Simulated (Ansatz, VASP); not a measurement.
# Two plane-wave programs on GaN

Contents of INCAR:

```
PREC = Accurate
ENCUT = 520
EDIFF = 1E-7
ISMEAR = 0
SIGMA = 0.1
LREAL = False
LASPH = True
NELM = 150
ALGO = Normal
ISIF = 2
LWAVE = False
LCHARG = True
ISPIN = 2
MAGMOM = 0 1
LORBIT = 11
GGA = PE
LELF = True
LVHAR = True
NBANDS = 20
```

File KPOINTS:

```
Automatic mesh
0
Gamma
  6 6 6
```

File POSCAR:

```
GaN
1.0
    2.9956605046      0.0000000000      0.0000000000
   -1.4978302523      2.5943180981      0.0000000000
    0.0000000000      0.0000000000      2.6757328740
Ga N
1 1
Direct
    0.6666666667      0.3333333333      0.5000000000
    0.0000000000      0.0000000000      0.0000000000
```

Input for Ansatz:

```yaml
crystal:
  lattice:
    - [2.9956605046, 0.0, 0.0]
    - [-1.4978302523, 2.5943180981, 0.0]
    - [0.0, 0.0, 2.675732874]
  atoms:
    - { symbol: Ga, position: [0.6666666667, 0.3333333333, 0.5] }
    - { symbol: "N", position: [0.0, 0.0, 0.0], spin: 1.0 }
basis:
  ecutwfc: 420
kpoints:
  mp_grid: { grid: [6, 6, 6] }
hamiltonian:
  xc: pbe
scf:
  occupations: { method: gaussian, width: 0.1 }
  lower_state_search: "off"
output:
  forces: true
  stress: true
  eigenvalues: true
  populations: true
magnetization:
  spin_polarized: true
```

Change from the starting cell: species swapped into the WC type (P-6m2, No. 187).

Alike in both runs: task single point; functional PBE; k mesh 6 × 6 × 6; occupations gaussian, width 0.1 eV; collinear spin.

```csv
,VASP,Ansatz
version,VASP 6.6.1,Ansatz 0.2.0
potentials or method,"VASP PAW PBE potentials, release 64 (Ga_d, N)","scalar-relativistic, plane waves, PAW"
plane-wave cutoff (eV),520,420
valence electrons in the cell,18,18
```

```tsv
	VASP	Ansatz	Ansatz less VASP
gap on the k mesh at the Fermi level (eV)	none	none	-
pressure (GPa)	0.6	0.0	-0.63
largest component of the traceless stress (GPa)	0.07	0.01	-0.060
net moment per atom (μB)	0.00	0.00	0.000
```

A gap of «none» marks a metal or a gap that the smearing closes. Ansatz warned: «seeded_moment_not_kept».

Caveats: the k mesh is coarse (spacing up to 0.40 Å⁻¹), so the values aren't converged.
